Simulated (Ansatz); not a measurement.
# Zn (P6_3/mmc) in Ansatz: further runs

One crystal, Zn, is run at these levels: PBEsol; tasks: single point, equation of state.

All numbers are computed with Ansatz 0.2.0; they aren't measurements. Logs are shortened: lines on timing, memory, paths and dates and some standing lists are left out, and cuts for length are marked.

## Step 1: The crystal as given

The structure is hexagonal, space group P6_3/mmc (No. 194). Conventional cell: a = 2.670 Å, b = 2.670 Å, c = 4.966 Å, α = 90.00°, β = 90.00°, γ = 120.00°. Zn (site symmetry -6m2) has 12 Zn at 2.67 to 2.92 Å as nearest neighbours.

## Step 2: Single point, PBEsol, 14.41 Å³/atom (volume scaled by 0.94)

Input file input.yaml:

```yaml
crystal:
  lattice:
    - [2.6154949103, 0.0, 0.0]
    - [-1.3077474551, 2.2650850358, 0.0]
    - [0.0, 0.0, 4.8646246159]
  atoms:
    - { symbol: Zn, position: [0.6666666667, 0.3333333333, 0.75] }
    - { symbol: Zn, position: [0.3333333333, 0.6666666667, 0.25] }
hamiltonian:
  xc: pbesol
  pseudopotentials: { kind: paw }
kpoints:
  mp_grid: { grid: [11, 11, 6] }
scf:
  occupations: { method: fermi_dirac, width: 0.05 }
output:
  forces: true
  stress: true
  eigenvalues: true
```

Potentials or basis: Ansatz PAW.

Command:

```sh
$ ansatz run input.yaml --threads 2 --pin off --max-ram 5632MiB --backend cpu --events-out ev --progress --plain --runs-dir out
```

What it wrote:

```text
Warning: RAYON_NUM_THREADS=2 ignored (pool sized by the plan → 2); use --threads N
Engine: ansatz 0.2.0, x86_64-unknown-linux-gnu
Pseudopotentials: kind: paw
Pseudopotential: Zn, paw, valence charge 12, recommended cutoff 420 eV (normal), Zn.paw.azcp
Functional definition: PBEsol
  exchange = pbesol_x
  correlation = pbesol_c
Crystal: 2 atoms, lattice volume = 28.820 Å³
Basis set: ecut = 420 eV, 563 PW (Γ), exchange–correlation on 36×36×72 points (8 copies of the dense FFT grid, shifted against one another)
Bands: 16, of which v1, the nominal top of the filled ones, is band 12 counted from 1 (11 counted from 0)
Symmetry: 24 space group operations
Space group: P63/mmc (ITA 194), of the structure as read, at distance tolerance 3.1e-5 Å
k-points: 64 of 726
Non-local potential: Zn, projectors of the file, l = 0: 2, l = 1: 2, l = 2: 3, l = 3: 1
PAW form: soft (Blöchl's): semilocal exchange-correlation on the pseudo side does not see the compensation charge
PAW frozen core: Zn, regenerated for the run's functional, and the local potential with it (the file was generated under x = pbe(κ = 0.804, μ = 0.2195149727645171), c = pbe(β = 0.06672455060314922))
PAW one-centre angular grid: Zn, 590 points (default); XC on 64 Gauss nodes
Initial density: superposition of atomic densities (neutral atoms: chi_scale 0, normalization atom), corrected by the library's trained network
Initial wavefunctions: pseudopotential atomic-orbital guess
Functional: x = pbesol(κ = 0.804, μ = 0.12345679012345678), c = pbesol(β = 0.046)
SCF iter   1: F=—  HF=-6561.796036 eV  |F-HF|=—  |Δ(HF+E_count)|=         —  Δρ=5.33e-3  dr2=4.39e-3  ethr=1.77e-3  ⟨swp⟩=5.4  Hψ=5057  notcnv=0
preconditioner: auto → none  [metal: Δε(μ)=0.039 eV  Ē_g=13.371 eV  σ=0.050 eV  W_gap=0.19  n_scr=4 (ndim 8)  ℏωp=33.9 eV  f_vac=0.000  D(μ)=0.58/eV (n_scr^D=2)  sad-step TF]
SCF iter   2: F=—  HF=-6561.795153 eV  |F-HF|=—  |Δ(HF+E_count)|=   8.83e-4  Δρ=6.75e-4  dr2=5.57e-5  ethr=1.83e-5  ⟨swp⟩=2.0  Hψ=2540  notcnv=0  defer=1
SCF iter   3: F=—  HF=-6561.794876 eV  |F-HF|=—  |Δ(HF+E_count)|=   2.78e-4  Δρ=5.46e-4  dr2=5.44e-5  ethr=2.32e-7  ⟨swp⟩=2.2  Hψ=1869  notcnv=0  defer=1
SCF iter   4: F=—  HF=-6561.794853 eV  |F-HF|=—  |Δ(HF+E_count)|=   2.28e-5  Δρ=7.34e-5  dr2=4.27e-7  ethr=2.27e-7  ⟨swp⟩=2.3  Hψ=1725  notcnv=0  defer=1
iter 5 did not close the SCF: its close was put off for the readings that it lacked (scf_convergence_deferred on its scf_iter line)
SCF iter   5: F=-6561.794854 eV  HF=-6561.794854 eV  |F-HF|=5.28e-9  |Δ(HF+E_count)|=   1.39e-6  Δρ=1.32e-5  dr2=2.19e-8  ethr=1.78e-9  ⟨swp⟩=2.0  Hψ=1821  notcnv=0  defer=1
SCF iter   6: F=-6561.794854 eV  HF=-6561.794854 eV  |F-HF|=1.18e-9  |Δ(HF+E_count)|=   3.81e-9  Δρ=4.29e-6  dr2=2.31e-9  ethr=9.12e-11  ⟨swp⟩=2.3  Hψ=3827  notcnv=0
SCF 1 converged in 6 iterations: F = -6561.794854 eV  dr2 = 2.31e-9
SCF converged after 6 iterations
Free energy (F): -6561.794854 eV
Harris-Foulkes:  -6561.794854 eV  (|F-HF|=1.18e-9)
Internal energy: -6561.790198 eV  (E = F + TS)
E sigma→0 (E₀):  -6561.792526 eV
Entropy (-TS):   -0.004656 eV (-2.328 meV/atom)
Fermi energy:    11.548936 eV
--- Per-component energies (eV) ---
  E_band       = 110.294778
  E_kinetic    = 263.343722
  E_local      = -3006.095524  (includes V_loc(G=0)·N_el)
  E_nonlocal   = 1222.724916
  E_hartree    = 1259.037619
  E_xc         = -273.373967
  E_vxc        = -107.559864  (∫ρ·V_xc dr)
  E_paw        = -3574.619424  (= ΣΔE_a)
  E_vpaw       = -780.196169  (= ΣTr[D̂ρ^β])
  E_aug_tail   = -0.000743  (compensation charges beyond the density's cutoff)
  E_ewald      = -2454.401507
  E_core_change = 1.594710  (= ΣΔE_core)
  E_smearing   = -0.004656  (= −TS)
  E_closure    = -0.000000  (closes the sum)
  Σ components = -6561.794854   (vs F -6561.794854, Δ=0.00e0)
--- Forces (eV/Å), atoms counted from 1 ---
  atom   1  Zn     0.00000000     0.00000000    -0.00000000
  atom   2  Zn    -0.00000000    -0.00000000     0.00000000
  max |Σ_I F_I| component: 1.85e-17 eV/Å
--- Stress (GPa, compression-positive) ---
       -0.395790       0.000000       0.000000
        0.000000      -0.395790       0.000000
        0.000000       0.000000      -2.504256
  P = ⅓ Tr σ = -1.0986 GPa (-10.986 kbar)
--- Band table (eV; the first three rows and the last of 64) ---
  k-point 0: bands = ["0.8462", "2.8689", "3.6678", "3.9307", "3.9307", "3.9866", "3.9866", "4.3527", "4.3527", "4.5825", "4.5825", "7.7598", "8.6973", "25.6290", "29.2744", "29.7665"]
  k-point 1: bands = ["1.0201", "2.8410", "3.6705", "3.9286", "3.9286", "3.9784", "3.9784", "4.3740", "4.3740", "4.5717", "4.5717", "6.1798", "10.6653", "23.1659", "29.9417", "29.9417"]
  k-point 2: bands = ["1.5160", "2.6871", "3.7074", "3.9286", "3.9286", "3.9587", "3.9587", "4.4264", "4.4264", "4.5392", "4.5392", "4.7017", "13.3713", "19.7065", "30.4407", "30.4407"]
  k-point 63: bands = ["3.5736", "3.5736", "3.7260", "3.7260", "3.9605", "3.9605", "4.2138", "4.2138", "4.5776", "4.5776", "11.9491", "11.9491", "13.1320", "13.1320", "15.3764", "15.3764"]
```

Wall time 2.6 s (2 threads of AMD EPYC (Zen 3), shared host); peak memory 0.33 GiB.

Results:

- Free energy: -6561.7949 eV
- Pressure: -1.1 GPa
- Band gap on the k mesh: none (metal or under the smearing width)

Caveat: the PAW data sets come from PBE, with cores solved anew for the run's functional, which leaves a small shift of forces and pressure.

## Step 3: Single point, PBEsol, 14.72 Å³/atom (volume scaled by 0.96)

Changes to input.yaml since step 2:

```diff
@@ -2,5 +2,5 @@
   lattice:
-    - [2.6154949103, 0.0, 0.0]
-    - [-1.3077474551, 2.2650850358, 0.0]
-    - [0.0, 0.0, 4.8646246159]
+    - [2.6339144954, 0.0, 0.0]
+    - [-1.3169572477, 2.2810368644, 0.0]
+    - [0.0, 0.0, 4.8988836645]
   atoms:
```

Potentials or basis: Ansatz PAW.

Command:

```sh
$ ansatz run input.yaml --threads 2 --pin off --max-ram 5632MiB --backend cpu --events-out ev --progress --plain --runs-dir out
```

Wall time 2.2 s (2 threads of AMD EPYC (Zen 3), shared host); peak memory 0.33 GiB.

It converged, with:

- Free energy: -6561.7873 eV
- Pressure: -2.8 GPa
- Band gap on the k mesh: none (metal or under the smearing width)

Caveat: the PAW data sets come from PBE, with cores solved anew for the run's functional, which leaves a small shift of forces and pressure.

## Step 4: Single point, PBEsol, 15.02 Å³/atom (volume scaled by 0.98)

Changes to input.yaml since step 3:

```diff
@@ -2,5 +2,5 @@
   lattice:
-    - [2.6339144954, 0.0, 0.0]
-    - [-1.3169572477, 2.2810368644, 0.0]
-    - [0.0, 0.0, 4.8988836645]
+    - [2.652079997, 0.0, 0.0]
+    - [-1.3260399985, 2.2967686502, 0.0]
+    - [0.0, 0.0, 4.9326701367]
   atoms:
@@ -19 +19,5 @@
   eigenvalues: true
+  write_density: true
+  write_potential: true
+  elf: true
+  volumetric_format: npy
```

Command:

```sh
$ ansatz run input.yaml --threads 2 --pin off --max-ram 5632MiB --backend cpu --events-out ev --progress --plain --runs-dir out
```

Run time: 3.2 s. Hardware: 2 threads of AMD EPYC (Zen 3), shared host; peak memory 0.33 GiB.

The run converged. Its results:

```
Free energy            : -6561.7736 eV
Pressure               : -4.3 GPa
Band gap on the k mesh : none (metal or under the smearing width)
```

Caveat: the PAW data sets come from PBE, with cores solved anew for the run's functional, which leaves a small shift of forces and pressure.

## Step 5: Single point, PBEsol, 15.33 Å³/atom

Changes to input.yaml since step 4:

```diff
@@ -2,5 +2,5 @@
   lattice:
-    - [2.652079997, 0.0, 0.0]
-    - [-1.3260399985, 2.2967686502, 0.0]
-    - [0.0, 0.0, 4.9326701367]
+    - [2.67, 0.0, 0.0]
+    - [-1.335, 2.3122878281, 0.0]
+    - [0.0, 0.0, 4.966]
   atoms:
@@ -19,5 +19 @@
   eigenvalues: true
-  write_density: true
-  write_potential: true
-  elf: true
-  volumetric_format: npy
```

Command:

```sh
$ ansatz run input.yaml --threads 2 --pin off --max-ram 5632MiB --backend cpu --events-out ev --progress --plain --runs-dir out
```

Run time: 2.7 s. Hardware: 2 threads of AMD EPYC (Zen 3), shared host; peak memory 0.33 GiB.

Results (log left out):

- Free energy: -6561.7544 eV
- Pressure: -5.6 GPa
- Band gap on the k mesh: none (metal or under the smearing width)

Caveat: the PAW data sets come from PBE, with cores solved anew for the run's functional, which leaves a small shift of forces and pressure.

## Step 6: Single point, PBEsol, 15.64 Å³/atom (volume scaled by 1.02)

Changes to input.yaml since step 5:

```diff
@@ -2,5 +2,5 @@
   lattice:
-    - [2.67, 0.0, 0.0]
-    - [-1.335, 2.3122878281, 0.0]
-    - [0.0, 0.0, 4.966]
+    - [2.6876826345, 0.0, 0.0]
+    - [-1.3438413173, 2.3276014388, 0.0]
+    - [0.0, 0.0, 4.9988883757]
   atoms:
```

Potentials or basis: Ansatz PAW.

Command:

```sh
$ ansatz run input.yaml --threads 2 --pin off --max-ram 5632MiB --backend cpu --events-out ev --progress --plain --runs-dir out
```

Run time: 2.4 s. Hardware: 2 threads of AMD EPYC (Zen 3), shared host; peak memory 0.33 GiB.

Results (log left out):

| Property | Result |
| --- | --- |
| Free energy | -6561.7306 eV |
| Pressure | -6.8 GPa |
| Band gap on the k mesh | none (metal or under the smearing width) |

Caveat: the PAW data sets come from PBE, with cores solved anew for the run's functional, which leaves a small shift of forces and pressure.

## Step 7: Single point, PBEsol, 15.94 Å³/atom (volume scaled by 1.04)

Changes to input.yaml since step 6:

```diff
@@ -2,5 +2,5 @@
   lattice:
-    - [2.6876826345, 0.0, 0.0]
-    - [-1.3438413173, 2.3276014388, 0.0]
-    - [0.0, 0.0, 4.9988883757]
+    - [2.7051356082, 0.0, 0.0]
+    - [-1.3525678041, 2.3427161574, 0.0]
+    - [0.0, 0.0, 5.0313495994]
   atoms:
```

Command:

```sh
$ ansatz run input.yaml --threads 2 --pin off --max-ram 5632MiB --backend cpu --events-out ev --progress --plain --runs-dir out
```

Wall time 2.2 s (2 threads of AMD EPYC (Zen 3), shared host); peak memory 0.34 GiB.

Results (log left out):

```
Free energy            : -6561.7027 eV
Pressure               : -7.8 GPa
Band gap on the k mesh : none (metal or under the smearing width)
```

Caveat: the PAW data sets come from PBE, with cores solved anew for the run's functional, which leaves a small shift of forces and pressure.

## Step 8: Single point, PBEsol, 16.25 Å³/atom (volume scaled by 1.06)

Changes to input.yaml since step 7:

```diff
@@ -2,5 +2,5 @@
   lattice:
-    - [2.7051356082, 0.0, 0.0]
-    - [-1.3525678041, 2.3427161574, 0.0]
-    - [0.0, 0.0, 5.0313495994]
+    - [2.7223662359, 0.0, 0.0]
+    - [-1.3611831179, 2.3576383187, 0.0]
+    - [0.0, 0.0, 5.0633972761]
   atoms:
```

Command:

```sh
$ ansatz run input.yaml --threads 2 --pin off --max-ram 5632MiB --backend cpu --events-out ev --progress --plain --runs-dir out
```

Wall time 2.3 s (2 threads of AMD EPYC (Zen 3), shared host); peak memory 0.34 GiB.

The run converged. Its results:

| Item | Value |
| --- | --- |
| Free energy | -6561.6713 eV |
| Pressure | -8.6 GPa |
| Band gap on the k mesh | none (metal or under the smearing width) |

Caveat: the PAW data sets come from PBE, with cores solved anew for the run's functional, which leaves a small shift of forces and pressure.

## Step 9: Equation of state, PBEsol

Potentials or basis: Ansatz PAW.

This step only gathers the single runs of the series.

Results:

```yaml
Equilibrium_volume: "14.24 Å³/atom (rough: see the caveat)"
Bulk_modulus_at_fixed_shape_and_positions: 93 GPa (rough)
```

Energy against volume, from the lowest point:
| volume (Å³/atom) | energy (meV/atom) |
| --- | --- |
| 14.410 | 0.00 |
| 14.716 | 3.77 |
| 15.023 | 10.64 |
| 15.330 | 20.21 |
| 15.636 | 32.10 |
| 15.943 | 46.06 |
| 16.249 | 61.79 |

Caveat: the minimum lies outside the volumes run; the cell was scaled at fixed shape and fractional positions, which overstates the stiffness of a crystal with free parameters, most of all of layers and chains.
